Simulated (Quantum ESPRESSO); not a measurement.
The system is Nb.

```
Nb
1.0
    -1.66395    1.66395    1.66395
     1.66395   -1.66395    1.66395
     1.66395    1.66395   -1.66395
Nb
1
Direct
  0.00000 0.00000 0.00000
```

```yaml
Program: Quantum ESPRESSO 7.5
Task: Wannier functions
Functional: LDA
Potentials_or_basis: PseudoDojo 0.4.1 SR LDA standard
Cutoff: 1116 eV
Density_cutoff: 4463 eV
k_mesh: 9 × 9 × 9
Occupations: fermi-dirac, width 0.05 eV
Spin: no spin polarisation
Form_of_the_LDA_correlation: PW92
Mixing_beta: 0.5
Most_SCF_iterations: 120
SCF_threshold: 2e-10 Ry
k_mesh_for_the_Wannier_functions: 7 × 7 × 7
Projections: Nb spd
```

Start: atomic projections with disentanglement, frozen window up to 2.0 eV over the reference level; the lowest 4 bands are left out. The reference level is the Fermi level, or the middle of the gap.

Problem. With atomic projections with disentanglement, how many functions result, how localised are they, and how well do they interpolate the bands?

Solution. 9 functions with spreads from 1.05 to 1.30 Å², 10.9 Å² in all; they miss the direct bands by 15 meV (root mean square).

Wannier functions:
| function | nearest atom | distance (Å) | spread (Å²) | on-site energy from the reference level (eV) |
| --- | --- | --- | --- | --- |
| 1 | 1 Nb | 0.89 | 1.30 | 8.44 |
| 2 | 1 Nb | 0.89 | 1.30 | 8.44 |
| 3 | 1 Nb | 0.89 | 1.30 | 8.44 |
| 4 | 1 Nb | 0.89 | 1.30 | 8.44 |
| 5 | 1 Nb | 0.89 | 1.30 | 8.44 |
| 6 | 1 Nb | 0.00 | 1.05 | 2.90 |
| 7 | 1 Nb | 0.00 | 1.05 | 2.90 |
| 8 | 1 Nb | 0.89 | 1.30 | 8.44 |
| 9 | 1 Nb | 0.00 | 1.05 | 2.90 |

Parts of the spread (Å²): invariant 9.32, diagonal 0.001, off-diagonal 1.61, total 10.93. Against the direct bands the interpolation misses by 15 meV (root mean square) and 54 meV at most, for states up to 1 eV over the reference level.
